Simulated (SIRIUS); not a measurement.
# Be (P6_3/mmc) in SIRIUS: notebook, part 2 of 2

SIRIUS 7.12.0. Earlier steps stand in the parts before.

## (5) Equation of state, RPBE, 8.11 Å³/atom

sirius.json reads:

```json
{
  "control": {
    "processing_unit": "cpu",
    "std_evp_solver_name": "lapack",
    "gen_evp_solver_name": "lapack",
    "verbosity": 2,
    "print_forces": false,
    "ortho_rf": true,
    "use_second_variation": true,
    "rmt_max": 3.0,
    "num_bands_to_print": 11,
    "save_wf": true
  },
  "parameters": {
    "electronic_structure_method": "full_potential_lapwlo",
    "xc_functionals": ["XC_GGA_X_RPBE", "XC_GGA_C_PBE"],
    "core_relativity": "dirac",
    "valence_relativity": "iora",
    "num_fv_states": 11,
    "smearing": "fermi_dirac",
    "smearing_width": 0.0018374661,
    "pw_cutoff": 20,
    "gk_cutoff": 3.42,
    "lmax_apw": 10,
    "lmax_rho": 8,
    "lmax_pot": 8,
    "num_mag_dims": 0,
    "auto_rmt": 0,
    "ngridk": [13, 13, 8],
    "shiftk": [0, 0, 0],
    "num_dft_iter": 80,
    "energy_tol": 1e-07,
    "density_tol": 1e-05,
    "use_symmetry": true
  },
  "settings": {"tol_ne": 1e-10},
  "iterative_solver": {"type": "exact"},
  "mixer": {"type": "anderson", "beta": 0.5, "max_history": 8},
  "unit_cell": {
    "lattice_vectors": [[4.3185911126, 0.0, 0.0], [-2.1592955563, 3.7400096121, 0.0], [0.0, 0.0, 6.7731563759]],
    "atom_types": ["Be"],
    "atom_files": {"Be": "Be.json"},
    "atoms": {"Be": [[0.6666666667, 0.3333333333, 0.75], [0.3333333333, 0.6666666667, 0.25]]}
  }
}
```

Be.json reads:

```json
{
  "name": "beryllium",
  "symbol": "Be",
  "number": 4,
  "mass": 9.012182,
  "rmin": 1e-06,
  "rmt": 1.9,
  "nrmt": 800,
  "rinf": 16.55,
  "core": "",
  "valence": [
    {"basis": [{"enu": 0.07, "dme": 0, "n": 0, "auto": 0}, {"enu": 0.07, "dme": 1, "n": 0, "auto": 0}]},
    {"l": 0, "n": 1, "basis": [{"enu": 0.17, "dme": 0, "n": 0, "auto": 0}]},
    {"l": 1, "n": 2, "basis": [{"enu": 0.17, "dme": 0, "n": 0, "auto": 0}]},
    {"l": 2, "n": 3, "basis": [{"enu": 0.17, "dme": 0, "n": 0, "auto": 0}]},
    {"l": 3, "n": 4, "basis": [{"enu": 0.17, "dme": 0, "n": 0, "auto": 0}]}
  ],
  "lo": [
    {"l": 0, "basis": [{"enu": 0.17, "dme": 0, "n": 0, "auto": 0}, {"enu": 0.17, "dme": 1, "n": 0, "auto": 0}]},
    {
      "l": 0,
      "basis": [{"enu": -3.4798, "dme": 0, "n": 1, "auto": 1}, {"enu": -3.4798, "dme": 1, "n": 1, "auto": 1}]
    },
    {
      "l": 0,
      "basis": [{"enu": -3.4798, "dme": 1, "n": 1, "auto": 1}, {"enu": 0.17, "dme": 0, "n": 0, "auto": 0}]
    },
    {"l": 0, "basis": [{"enu": 0.17, "dme": 0, "n": 0, "auto": 0}, {"enu": 4.6021, "dme": 0, "n": 0, "auto": 0}]},
    {"l": 1, "basis": [{"enu": 0.17, "dme": 0, "n": 0, "auto": 0}, {"enu": 0.17, "dme": 1, "n": 0, "auto": 0}]},
    {"l": 1, "basis": [{"enu": 0.17, "dme": 1, "n": 0, "auto": 0}, {"enu": 0.17, "dme": 2, "n": 0, "auto": 0}]},
    {"l": 1, "basis": [{"enu": 0.17, "dme": 0, "n": 0, "auto": 0}, {"enu": 3.9927, "dme": 0, "n": 0, "auto": 0}]},
    {"l": 2, "basis": [{"enu": 0.17, "dme": 0, "n": 0, "auto": 0}, {"enu": 0.17, "dme": 1, "n": 0, "auto": 0}]},
    {"l": 2, "basis": [{"enu": 0.17, "dme": 1, "n": 0, "auto": 0}, {"enu": 0.17, "dme": 2, "n": 0, "auto": 0}]},
    {"l": 3, "basis": [{"enu": 0.17, "dme": 0, "n": 0, "auto": 0}, {"enu": 0.17, "dme": 1, "n": 0, "auto": 0}]}
  ],
  "free_atom": [... radial grid and density of the free atom, the start of the SCF ...]
}
```

sirius_start.json reads:

```json
{
  "control": {
    "processing_unit": "cpu",
    "std_evp_solver_name": "lapack",
    "gen_evp_solver_name": "lapack",
    "verbosity": 1,
    "print_forces": false,
    "ortho_rf": true,
    "use_second_variation": true,
    "rmt_max": 3.0,
    "num_bands_to_print": 11,
    "save_wf": false
  },
  "parameters": {
    "electronic_structure_method": "full_potential_lapwlo",
    "xc_functionals": ["XC_LDA_X", "XC_LDA_C_PW"],
    "core_relativity": "dirac",
    "valence_relativity": "iora",
    "num_fv_states": 11,
    "smearing": "fermi_dirac",
    "smearing_width": 0.0055123983,
    "pw_cutoff": 20,
    "gk_cutoff": 2.74,
    "lmax_apw": 10,
    "lmax_rho": 8,
    "lmax_pot": 8,
    "num_mag_dims": 0,
    "auto_rmt": 0,
    "ngridk": [5, 5, 3],
    "shiftk": [0, 0, 0],
    "num_dft_iter": 30,
    "energy_tol": 0.01,
    "density_tol": 0.05,
    "use_symmetry": true
  },
  "settings": {"tol_ne": 1e-10},
  "iterative_solver": {"type": "exact"},
  "mixer": {"type": "anderson", "beta": 0.5, "max_history": 8},
  "unit_cell": {
    "lattice_vectors": [[4.3185911126, 0.0, 0.0], [-2.1592955563, 3.7400096121, 0.0], [0.0, 0.0, 6.7731563759]],
    "atom_types": ["Be"],
    "atom_files": {"Be": "Be.json"},
    "atoms": {"Be": [[0.6666666667, 0.3333333333, 0.75], [0.3333333333, 0.6666666667, 0.25]]}
  }
}
```

On the command line:

```bash
$ OMP_NUM_THREADS=1 sirius.scf --input=sirius_start.json --output=start.json
$ OMP_NUM_THREADS=1 sirius.scf --input=sirius.json --output=output.json --task=1
```

Run time: 19 s. Hardware: 1 thread of Arm Neoverse V1, shared host; peak memory 0.33 GiB.

Results (log left out):

| Quantity | Value |
| --- | --- |
| Free energy | -805.6557 eV |
| Band gap on the k mesh | none (metal or under the smearing width) |
| Valence electrons inside the program's atomic spheres | Be 3.04 (radii Be 1.9 bohr) |

## (6) Equation of state, RPBE, 8.27 Å³/atom (volume scaled by 1.02)

Changes to sirius.json since step 5:

```diff
@@ -39,3 +39,3 @@
   "unit_cell": {
-    "lattice_vectors": [[4.3185911126, 0.0, 0.0], [-2.1592955563, 3.7400096121, 0.0], [0.0, 0.0, 6.7731563759]],
+    "lattice_vectors": [[4.3471918873, 0.0, 0.0], [-2.1735959437, 3.7647786096, 0.0], [0.0, 0.0, 6.8180130234]],
     "atom_types": ["Be"],
```

Be.json reads:

```json
{
  "name": "beryllium",
  "symbol": "Be",
  "number": 4,
  "mass": 9.012182,
  "rmin": 1e-06,
  "rmt": 1.9,
  "nrmt": 800,
  "rinf": 16.55,
  "core": "",
  "valence": [
    {"basis": [{"enu": 0.06, "dme": 0, "n": 0, "auto": 0}, {"enu": 0.06, "dme": 1, "n": 0, "auto": 0}]},
    {"l": 0, "n": 1, "basis": [{"enu": 0.16, "dme": 0, "n": 0, "auto": 0}]},
    {"l": 1, "n": 2, "basis": [{"enu": 0.16, "dme": 0, "n": 0, "auto": 0}]},
    {"l": 2, "n": 3, "basis": [{"enu": 0.16, "dme": 0, "n": 0, "auto": 0}]},
    {"l": 3, "n": 4, "basis": [{"enu": 0.16, "dme": 0, "n": 0, "auto": 0}]}
  ],
  "lo": [
    {"l": 0, "basis": [{"enu": 0.16, "dme": 0, "n": 0, "auto": 0}, {"enu": 0.16, "dme": 1, "n": 0, "auto": 0}]},
    {
      "l": 0,
      "basis": [{"enu": -3.4898, "dme": 0, "n": 1, "auto": 1}, {"enu": -3.4898, "dme": 1, "n": 1, "auto": 1}]
    },
    {
      "l": 0,
      "basis": [{"enu": -3.4898, "dme": 1, "n": 1, "auto": 1}, {"enu": 0.16, "dme": 0, "n": 0, "auto": 0}]
    },
    {"l": 0, "basis": [{"enu": 0.16, "dme": 0, "n": 0, "auto": 0}, {"enu": 4.5921, "dme": 0, "n": 0, "auto": 0}]},
    {"l": 1, "basis": [{"enu": 0.16, "dme": 0, "n": 0, "auto": 0}, {"enu": 0.16, "dme": 1, "n": 0, "auto": 0}]},
    {"l": 1, "basis": [{"enu": 0.16, "dme": 1, "n": 0, "auto": 0}, {"enu": 0.16, "dme": 2, "n": 0, "auto": 0}]},
    {"l": 1, "basis": [{"enu": 0.16, "dme": 0, "n": 0, "auto": 0}, {"enu": 3.9827, "dme": 0, "n": 0, "auto": 0}]},
    {"l": 2, "basis": [{"enu": 0.16, "dme": 0, "n": 0, "auto": 0}, {"enu": 0.16, "dme": 1, "n": 0, "auto": 0}]},
    {"l": 2, "basis": [{"enu": 0.16, "dme": 1, "n": 0, "auto": 0}, {"enu": 0.16, "dme": 2, "n": 0, "auto": 0}]},
    {"l": 3, "basis": [{"enu": 0.16, "dme": 0, "n": 0, "auto": 0}, {"enu": 0.16, "dme": 1, "n": 0, "auto": 0}]}
  ],
  "free_atom": [... radial grid and density of the free atom, the start of the SCF ...]
}
```

Changes to sirius_start.json since step 5:

```diff
@@ -39,3 +39,3 @@
   "unit_cell": {
-    "lattice_vectors": [[4.3185911126, 0.0, 0.0], [-2.1592955563, 3.7400096121, 0.0], [0.0, 0.0, 6.7731563759]],
+    "lattice_vectors": [[4.3471918873, 0.0, 0.0], [-2.1735959437, 3.7647786096, 0.0], [0.0, 0.0, 6.8180130234]],
     "atom_types": ["Be"],
```

Potentials or basis: all-electron FP-LAPW, apw+lo standard.

On the command line:

```bash
$ OMP_NUM_THREADS=1 sirius.scf --input=sirius_start.json --output=start.json
$ OMP_NUM_THREADS=1 sirius.scf --input=sirius.json --output=output.json --task=1
```

It took 19 s on 1 thread of Arm Neoverse V1, shared host; peak memory 0.34 GiB.

The run converged. Its results:

| Property | Result |
| --- | --- |
| Free energy | -805.6539 eV |
| Band gap on the k mesh | none (metal or under the smearing width) |
| Valence electrons inside the program's atomic spheres | Be 3.02 (radii Be 1.9 bohr) |

## (7) Equation of state, RPBE, 8.43 Å³/atom (volume scaled by 1.04)

Changes to sirius.json since step 6:

```diff
@@ -39,3 +39,3 @@
   "unit_cell": {
-    "lattice_vectors": [[4.3471918873, 0.0, 0.0], [-2.1735959437, 3.7647786096, 0.0], [0.0, 0.0, 6.8180130234]],
+    "lattice_vectors": [[4.3754211971, 0.0, 0.0], [-2.1877105985, 3.789225909, 0.0], [0.0, 0.0, 6.8622870758]],
     "atom_types": ["Be"],
```

Be.json is that of step 6.

Changes to sirius_start.json since step 6:

```diff
@@ -39,3 +39,3 @@
   "unit_cell": {
-    "lattice_vectors": [[4.3471918873, 0.0, 0.0], [-2.1735959437, 3.7647786096, 0.0], [0.0, 0.0, 6.8180130234]],
+    "lattice_vectors": [[4.3754211971, 0.0, 0.0], [-2.1877105985, 3.789225909, 0.0], [0.0, 0.0, 6.8622870758]],
     "atom_types": ["Be"],
```

On the command line:

```bash
$ OMP_NUM_THREADS=1 sirius.scf --input=sirius_start.json --output=start.json
$ OMP_NUM_THREADS=1 sirius.scf --input=sirius.json --output=output.json --task=1
```

Run time: 19 s. Hardware: 1 thread of Arm Neoverse V1, shared host; peak memory 0.34 GiB.

It converged, with:

```
Free energy                                           : -805.6476 eV
Band gap on the k mesh                                : none (metal or under the smearing width)
Valence electrons inside the program's atomic spheres : Be 3.01 (radii Be 1.9 bohr)
```

## (8) Equation of state, RPBE, 8.59 Å³/atom (volume scaled by 1.06)

Changes to sirius.json since step 7:

```diff
@@ -39,3 +39,3 @@
   "unit_cell": {
-    "lattice_vectors": [[4.3754211971, 0.0, 0.0], [-2.1877105985, 3.789225909, 0.0], [0.0, 0.0, 6.8622870758]],
+    "lattice_vectors": [[4.4032908732, 0.0, 0.0], [-2.2016454365, 3.8133617566, 0.0], [0.0, 0.0, 6.9059970891]],
     "atom_types": ["Be"],
```

Be.json reads:

```json
{
  "name": "beryllium",
  "symbol": "Be",
  "number": 4,
  "mass": 9.012182,
  "rmin": 1e-06,
  "rmt": 1.9,
  "nrmt": 800,
  "rinf": 16.55,
  "core": "",
  "valence": [
    {"basis": [{"enu": 0.05, "dme": 0, "n": 0, "auto": 0}, {"enu": 0.05, "dme": 1, "n": 0, "auto": 0}]},
    {"l": 0, "n": 1, "basis": [{"enu": 0.15, "dme": 0, "n": 0, "auto": 0}]},
    {"l": 1, "n": 2, "basis": [{"enu": 0.15, "dme": 0, "n": 0, "auto": 0}]},
    {"l": 2, "n": 3, "basis": [{"enu": 0.15, "dme": 0, "n": 0, "auto": 0}]},
    {"l": 3, "n": 4, "basis": [{"enu": 0.15, "dme": 0, "n": 0, "auto": 0}]}
  ],
  "lo": [
    {"l": 0, "basis": [{"enu": 0.15, "dme": 0, "n": 0, "auto": 0}, {"enu": 0.15, "dme": 1, "n": 0, "auto": 0}]},
    {
      "l": 0,
      "basis": [{"enu": -3.4998, "dme": 0, "n": 1, "auto": 1}, {"enu": -3.4998, "dme": 1, "n": 1, "auto": 1}]
    },
    {
      "l": 0,
      "basis": [{"enu": -3.4998, "dme": 1, "n": 1, "auto": 1}, {"enu": 0.15, "dme": 0, "n": 0, "auto": 0}]
    },
    {"l": 0, "basis": [{"enu": 0.15, "dme": 0, "n": 0, "auto": 0}, {"enu": 4.5821, "dme": 0, "n": 0, "auto": 0}]},
    {"l": 1, "basis": [{"enu": 0.15, "dme": 0, "n": 0, "auto": 0}, {"enu": 0.15, "dme": 1, "n": 0, "auto": 0}]},
    {"l": 1, "basis": [{"enu": 0.15, "dme": 1, "n": 0, "auto": 0}, {"enu": 0.15, "dme": 2, "n": 0, "auto": 0}]},
    {"l": 1, "basis": [{"enu": 0.15, "dme": 0, "n": 0, "auto": 0}, {"enu": 3.9727, "dme": 0, "n": 0, "auto": 0}]},
    {"l": 2, "basis": [{"enu": 0.15, "dme": 0, "n": 0, "auto": 0}, {"enu": 0.15, "dme": 1, "n": 0, "auto": 0}]},
    {"l": 2, "basis": [{"enu": 0.15, "dme": 1, "n": 0, "auto": 0}, {"enu": 0.15, "dme": 2, "n": 0, "auto": 0}]},
    {"l": 3, "basis": [{"enu": 0.15, "dme": 0, "n": 0, "auto": 0}, {"enu": 0.15, "dme": 1, "n": 0, "auto": 0}]}
  ],
  "free_atom": [... radial grid and density of the free atom, the start of the SCF ...]
}
```

Changes to sirius_start.json since step 7:

```diff
@@ -39,3 +39,3 @@
   "unit_cell": {
-    "lattice_vectors": [[4.3754211971, 0.0, 0.0], [-2.1877105985, 3.789225909, 0.0], [0.0, 0.0, 6.8622870758]],
+    "lattice_vectors": [[4.4032908732, 0.0, 0.0], [-2.2016454365, 3.8133617566, 0.0], [0.0, 0.0, 6.9059970891]],
     "atom_types": ["Be"],
```

On the command line:

```bash
$ OMP_NUM_THREADS=1 sirius.scf --input=sirius_start.json --output=start.json
$ OMP_NUM_THREADS=1 sirius.scf --input=sirius.json --output=output.json --task=1
```

Wall time 19 s (1 thread of Arm Neoverse V1, shared host); peak memory 0.34 GiB.

Results (log left out):

```
Free energy                                           : -805.6373 eV
Band gap on the k mesh                                : none (metal or under the smearing width)
Valence electrons inside the program's atomic spheres : Be 2.99 (radii Be 1.9 bohr)
```

## (9) Equation of state, RPBE

Potentials or basis: all-electron FP-LAPW, apw+lo standard.

This step only gathers the single runs of the series.

Results:

* Equilibrium volume: 8.12 Å³/atom
* Bulk modulus at fixed shape and positions: 118 GPa
* Pressure derivative of the bulk modulus: 3.3

Energy against volume, from the lowest point:
| volume (Å³/atom) | energy (meV/atom) |
| --- | --- |
| 7.619 | 12.53 |
| 7.781 | 5.58 |
| 7.943 | 1.47 |
| 8.105 | 0.00 |
| 8.268 | 0.94 |
| 8.430 | 4.08 |
| 8.592 | 9.24 |

Caveat: the cell was scaled at fixed shape and fractional positions, which overstates the stiffness of a crystal with free parameters, most of all of layers and chains.
